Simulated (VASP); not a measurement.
**CaF2 (Fluorite): relaxation of the atoms with PBE**

CaF2 (Fluorite):

```
CELL_PARAMETERS angstrom
0.00000 2.79293 2.79293
2.79293 0.00000 2.79293
2.79293 2.79293 0.00000
ATOMIC_POSITIONS crystal
Ca 0.00000 0.00000 0.00000
F 0.25000 0.25000 0.25000
F 0.75000 0.75000 0.75000
```

The cell isn't the ideal one: a relaxed cell with its volume scaled by 1.04.

| Item | Value |
| --- | --- |
| Program | VASP 6.6.1 |
| Task | relaxation of the atoms |
| Functional | PBE |
| Potentials or basis | VASP PAW PBE potentials, release 64 (Ca_sv, F) |
| Cutoff | 600 eV |
| k mesh | 8 × 8 × 8 |
| Occupations | gaussian, width 0.03 eV |
| Spin | no spin polarisation |
| Further INCAR settings | ALGO = Normal; EDIFF = 1e-07; IBRION = 2; EDIFFG = -0.01; NSW = 40 |

```
Pressure after relaxing : -2.8 GPa
Band gap on the k mesh  : 6.89 eV, indirect (least direct gap 7.14 eV)
```

Final structure:
```yaml
crystal:
  lattice:
    - [0.00000, 2.79293, 2.79293]
    - [2.79293, 0.00000, 2.79293]
    - [2.79293, 2.79293, 0.00000]
  atoms:
    - { symbol: Ca, position: [0.00000, 0.00000, 0.00000] }
    - { symbol: F, position: [0.25000, 0.25000, 0.25000] }
    - { symbol: F, position: [0.75000, 0.75000, 0.75000] }
```

Levels at points of the mesh, in eV from the valence-band top:
```
           k point  band 8  band 9  band 10  band 11  band 12  band 13  band 14  band 15  band 16
(0.00, 0.00, 0.00)   -1.91   -1.91    -0.24    -0.24    -0.24     6.89     8.90     8.90    10.70
(0.50, 0.00, 0.00)   -1.36   -1.21    -1.15    -0.79    -0.79     9.08     9.08     9.32    10.39
(0.50, 0.50, 0.00)   -1.55   -1.55    -0.33    -0.33     0.00     7.92     9.13     9.71    10.42
```

Wall time 11 s on 1 thread of Intel(R) Xeon(R) 6975P-C (Granite Rapids), on a shared host, peak memory 0.18 GiB.

Caveat: the relaxation stopped at its first step, so nothing moved. A k mesh can miss the band edges.
